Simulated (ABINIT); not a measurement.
Runs of ABINIT 10.8.3 (patched build) on MgS (Niningerite). It takes space group Fm-3m (No. 225, cubic). The conventional cell has a = 5.203 Å, b = 5.203 Å, c = 5.203 Å, α = 90.00°, β = 90.00°, γ = 90.00°. Around S (site symmetry m-3m) lie 6 Mg at 2.60 Å. Around Mg (site symmetry m-3m) lie 6 S at 2.60 Å. 

| task | level | potentials or basis | k mesh | cutoff (eV) | smearing | fine-grid cutoff | stop of the response cycle (tolvrs) | acoustic sum rule (asr) | most SCF steps | gap on the mesh (eV) | pressure (GPa) | V0 of scaled cells (Å³/atom) | B0 (GPa) |
| --- | --- | --- | --- | --- | --- | --- | --- | --- | --- | --- | --- | --- | --- |
| equation of state | LDA | JTH PAW LDA v2.0 | 9 × 9 × 9 | 544 | fermi-dirac 0.05 eV | 1088.46 eV | - | - | - | - | - | 16.90 | (b) |
| equation of state | r2SCAN | JTH PAW PBE v2.0 | 9 × 9 × 9 | 653 | fermi-dirac 0.05 eV | 1251.72 eV | - | - | - | - | - | 17.65 | (c) |
| band structure | PBE | JTH PAW PBE v2.0 | 9 × 9 × 9 | 544 | fermi-dirac 0.05 eV | 1088.46 eV | - | - | - | 2.91 | 1.1 | - | - |
| equation of state | PBE | JTH PAW PBE v2.0 | 9 × 9 × 9 | 544 | fermi-dirac 0.05 eV | 1088.46 eV | - | - | - | - | - | 17.90 | 74 |
| equation of state | PBEsol | JTH PAW PBE v2.0 | 9 × 9 × 9 | 544 | fermi-dirac 0.05 eV | 1088.46 eV | - | - | - | - | - | 17.42 | 78 |
| dielectric tensor | PBE | PseudoDojo NC SR PBE v0.4.1 standard | 4 × 4 × 4, with 4 shifts | 1088 | fixed | - | 1e-10 | 1 | - | - | 1.1 | - | - |
| single point | HSE06 | SPMS NC PBE v1.0 | 6 × 6 × 6 | 707 | fixed | - | - | - | 60 | (a) | 0.1 | - | - |
| single point | PBE | PseudoDojo NC SR PBE v0.4.1 standard | 7 × 7 × 7 | 1088 | fermi-dirac 0.05 eV | - | - | - | - | 3.00 | 1.1 | - | - |
| equation of state | PBEsol | PseudoDojo NC SR PBEsol v0.4.1 standard | 9 × 9 × 9 | 1143 | fermi-dirac 0.05 eV | - | - | - | - | - | - | 17.41 | 78 |
| single point | PBE | SPMS NC PBE v1.0 | 6 × 6 × 6 | 707 | fixed | - | - | - | - | 2.78 | 0.9 | - | - |
| band structure | TB-mBJ | JTH PAW LDA v2.0 | 9 × 9 × 9 | 653 | fermi-dirac 0.05 eV | 1251.72 eV | - | - | - | 4.09 | - | - | - |
| band structure | LDA | JTH PAW LDA v2.0 | 9 × 9 × 9 | 544 | fermi-dirac 0.05 eV | 1088.46 eV | - | - | - | 2.70 | -3.3 | - | - |

Alike in all rows: no spin polarisation; cell as given.

Task: Fill in the values left out.

Result: (a) 3.84; (b) 83; (c) 80.

Caveats: pressures at fixed basis lie under the slope of the energies (some runs); the PAW data sets were made with another functional, which shifts forces and pressure a little (some runs); the mesh misses the band edges, which the band path finds closer together (some runs); Libxc's HSE differs a little from that of other programs (some runs); the potentials were made for another functional, which shifts forces and pressure (some runs); an odd mesh through Γ misses points on the zone boundary, where band edges often lie (some runs); the constant c of TB-mBJ comes from the pseudo density here, which moves gaps by up to 0.3 eV between sets of potentials (some runs).

Not every run made on this cell is shown here.
